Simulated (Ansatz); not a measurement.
Crystal: ZnS (Wurtzite-4H).

```xyz
8
Lattice="3.8227 0.0000 0.0000 -1.9114 3.3106 0.0000 0.0000 0.0000 12.5200" Properties=species:S:1:pos:R:3 pbc="T T T"
Zn    1.9114    1.1035    9.3900
Zn    0.0000    2.2070    3.1300
Zn    0.0000    0.0000    6.2600
Zn    0.0000    0.0000    0.0000
S     1.9114    1.1035   11.7375
S     0.0000    2.2070    5.4775
S     0.0000    0.0000    8.6075
S     0.0000    0.0000    2.3475
```

Base run:

| Item | Value |
| --- | --- |
| Program | Ansatz 0.2.0 |
| Functional | PBE |
| Potentials or basis | Ansatz PAW |
| Cutoff | 350 eV |
| Density cutoff | 1400 eV |
| k mesh | 8 × 8 × 3 |
| Occupations | fermi-dirac, width 0.05 eV |
| Spin | no spin polarisation |

Its results: band gap on the k mesh 2.13 eV, direct; pressure 1.4 GPa; largest force 0.043 eV/Å.

Q: The run is repeated on the same cell with these changes: functional from PBE to exchange-only PBE; cutoff from 350 eV to 420 eV; density cutoff from 1400 eV to 1680 eV. What comes out?

A: Band gap on the k mesh 2.16 eV, direct; pressure 11.8 GPa; largest force 0.061 eV/Å.

Caveats: odd divisions of the mesh miss points on the zone boundary, where band edges often lie, so the gap on the mesh can be too wide (some runs); the potentials were made for another functional, which shifts forces and pressure (some runs); the PAW data sets come from PBE, with cores solved anew for the run's functional, which leaves a small shift of forces and pressure (some runs).

Not every run made on this cell is shown here.
